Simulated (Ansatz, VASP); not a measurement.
# WS2 in two plane-wave programs, part 2 of 2

Aim: how closely do two programs agree when they are given the same cell, functional and k mesh? The structure shown is the start of the Ansatz relaxation below; VASP solves that cell, so the two are compared at the walk's first step. Other levels of theory on this material are compared in a session of their own.

VASP 6.6.1 and Ansatz 0.2.0.

So far. Step 4 (Side by side): The forces differ by 36 meV/Å r.m.s., which is 23.2 % of the r.m.s. force of 0.157 eV/Å (both taken over all components). With vacuum in the cell, a pressure given here is an average over mostly empty space and none of the material.

### Step 5. Ansatz: relaxation, r2SCAN

Level of this step: Ansatz beside VASP: Kohn-Sham DFT, plane waves, r2SCAN (Ansatz).

The two programs are compared at the cell with which this relaxation starts, whose forces are those of its first step.

The structure compared here is the start of the Ansatz relaxation; VASP solves that cell, so the two are compared at the walk's first step.

input.yaml

```yaml
crystal:
  lattice:
    - [3.18, 0.0, 0.0]
    - [-1.59, 2.753960784, 0.0]
    - [0.0, 0.0, 19.125]
  atoms:
    - { symbol: S, position: [0.666666667, 0.333333333, 0.581699346] }
    - { symbol: W, position: [0.333333333, 0.666666667, 0.5] }
    - { symbol: S, position: [0.666666667, 0.333333333, 0.418300654] }
kpoints:
  mp_grid: { grid: [12, 12, 1] }
scf:
  occupations: { method: fermi_dirac, width: 0.02 }
  n_extra_bands: 8
hamiltonian:
  xc: r2scan
  pseudopotentials: { kind: paw }
output:
  forces: true
  write_potential: true
  volumetric_format: []
relax:
  f_tol: 0.01
  max_steps: 40
  cell: { fix: [c, alpha, beta] }
```

Launch:

```sh
> ansatz run input.yaml --threads 4 --pin off --max-ram 8192MiB --backend cpu --events-out ev --progress --plain --runs-dir out
```

Numbers of over 12 decimals in the logs are rounded to 6 here.

Log:

```text
[...]
Crystal: 3 atoms, lattice volume = 167.489 Å³
Basis set: ecut = 500 eV, 4251 PW (Γ), exchange–correlation on 96×96×576 points (64 copies of the dense FFT grid, shifted against one another)
Bands: 21, of which v1, the nominal top of the filled ones, is band 13 counted from 1 (12 counted from 0)
Symmetry: 12 space group operations
[...]
--- Relaxed structure (3 steps of the walk, 2 accepted, 1 SCFs on fresh bases) ---
[...]
cell:  # Å, volume = 167.6064 Å³
    - [3.181115, 0, 0]
    - [-1.590557, 2.754926, 0]
    - [0, 0, 19.125]
  atoms:
    - { symbol: S, position: [0.666667, 0.333333, 0.581525] }
    - { symbol: W, position: [0.333333, 0.666667, 0.500000] }
    - { symbol: S, position: [0.666667, 0.333333, 0.418475] }
[key lines of the parts left out:]
SCF converged after 8 iterations
Free energy (F): -12211.613758 eV
Fermi energy:    0.385955 eV
P = ⅓ Tr σ = -0.0021 GPa (-0.021 kbar)
```

### Step 6. VASP: single point, r2SCAN, start cell

The same cell, functional, mesh and smearing now go to VASP, with its own data sets.

INCAR

```
SYSTEM = WS2
PREC = Accurate
ENCUT = 580
EDIFF = 1E-06
NELM = 120
ISMEAR = -1
SIGMA = 0.02
LREAL = .FALSE.
ALGO = Normal
METAGGA = R2SCAN
LASPH = .TRUE.
NBANDS = 15
LORBIT = 11
LWAVE = .FALSE.
LCHARG = .FALSE.
ISIF = 2
GGA_COMPAT = .FALSE.
EFERMI = MIDGAP
LMIXTAU = .TRUE.
KPAR = 2
```

POSCAR

```
WS2
1.0
    3.1800000000      0.0000000000      0.0000000000
   -1.5900000000      2.7539610000      0.0000000000
    0.0000000000      0.0000000000     19.1250000000
S W
2 1
Direct
    0.6666666667      0.3333333333      0.5816993464
    0.6666666667      0.3333333333      0.4183006536
    0.3333333333      0.6666666667      0.5000000000
```

KPOINTS

```
Automatic mesh
0
Gamma
12 12 1
0 0 0
```

Potentials, in the order of the species: S and W (PBE family, release 64).

Launch:

```sh
> mpirun -np 2 vasp_std
```

Log:

```text
[banner, memory and clock lines left out]
running    2 mpi-ranks, on    1 nodes
[...]
[... a notice as in an earlier step ...]

 LDA part: xc-table for (None), standard interpolation
 POSCAR, INCAR and KPOINTS ok, starting setup
[...]
entering main loop
       N       E                     dE             d eps       ncg     rms          rms(c)
DAV:   1     0.859690438587E+02    0.85969E+02   -0.68326E+03   570   0.994E+02
DAV:   2    -0.587532204605E+02   -0.14472E+03   -0.13510E+03   907   0.191E+02
DAV:   3    -0.732833415959E+02   -0.14530E+02   -0.14395E+02   801   0.703E+01
DAV:   4    -0.735643808432E+02   -0.28104E+00   -0.28017E+00   726   0.115E+01
[...]
DAV:  42    -0.701370632198E+02   -0.20653E-04   -0.10377E-05   612   0.297E-02    0.130E-03
DAV:  43    -0.701370642630E+02   -0.10432E-05   -0.11222E-06   559   0.958E-03    0.886E-04
DAV:  44    -0.701370643257E+02   -0.62675E-07   -0.19216E-07   474   0.503E-03
   1 F= -.70137064E+02 E0= -.70137064E+02  d E =-.248838E-22
```

From OUTCAR (step 6):

```text
  Total       -0.2896628     -0.2896629     -0.3973279     -0.0000000      0.0000000      0.0000000
  in kB       -2.7708753     -2.7708757     -3.8007852     -0.0000000      0.0000000      0.0000000
  external PRESSURE =      -3.1141787 kB  Pullay stress =       0.0000000 kB

 POSITION                                       TOTAL-FORCE (eV/Angst)
 -----------------------------------------------------------------------------------
      1.59000      0.91799     11.12500         0.000000     -0.000000     -0.122897
      1.59000      0.91799      8.00000         0.000000     -0.000000      0.122897
     -0.00000      1.83597      9.56250        -0.000000      0.000000      0.000000
 -----------------------------------------------------------------------------------
    total drift:                               -0.000000     -0.000001      0.000000

  FREE ENERGIE OF THE ION-ELECTRON SYSTEM (eV)
  ---------------------------------------------------
  free  energy   TOTEN  =       -70.1370643257 eV

  energy  without entropy=      -70.1370643257  energy(sigma->0) =      -70.13706433

[... 1 part as in an earlier step ...]

[... 2 further parts left out ...]
[key lines of the parts left out:]
E-fermi :  -1.3032
```

### Step 7. Differences

What differs besides the data sets and the points named for the pairs above, as far as they apply: VASP keeps PBE cores, Ansatz makes them for the functional; the data sets hold 26 valence electrons in Ansatz (on its default PAW (the set named soft_2) files) and 18 in VASP; the cutoff is 500 eV in Ansatz and 580 eV in VASP. Total energies have different zeros and are not compared.

Forces (eV/Å; atoms numbered as in POSCAR):

```
atom        Ansatz x, y, z          VASP x, y, z
  S1  0.000, 0.000, -0.062  0.000, 0.000, -0.123
  S2   0.000, 0.000, 0.062   0.000, 0.000, 0.123
  W3   0.000, 0.000, 0.000   0.000, 0.000, 0.000
```

The forces differ by 29 meV/Å r.m.s., which is 49.2 % of the r.m.s. force of 0.058 eV/Å (both taken over all components). With vacuum in the cell, a pressure given here is an average over mostly empty space and none of the material.

### Step 8. Outcome

```json
{
 "r.m.s. force difference (single point, RPBE, start cell)": "36 meV/Å",
 "r.m.s. force difference (single point, r2SCAN, start cell)": "29 meV/Å"
}
```

**Reading.** The r.m.s. force difference is 36 meV/Å (single point, RPBE, start cell), beyond the 12 meV/Å picked in this series as the mark of a large difference. The data sets hold unlike numbers of valence electrons (26 in Ansatz and 18 in VASP), so part of the differences comes from the potentials. What causes the difference of the single point, RPBE, start cell pair stays open here. What causes the difference of the single point, r2SCAN, start cell pair stays open here. 9 further runs of this series are not shown here. How closely two codes agree says nothing of how well the functional describes the real material.

[Lines on the potential files, build, host, timing and source positions are cut from VASP's logs without a mark.]

[Logs are printed without paths, hosts, clocks, repeated set-up lines and the standing remarks that a program may print on its own settings, such as how far it seeks lower states.]

[Hosts, paths, dates, database ids (printed as entryN), source tags and the programs' standing remarks are cut or masked in the printed files.]
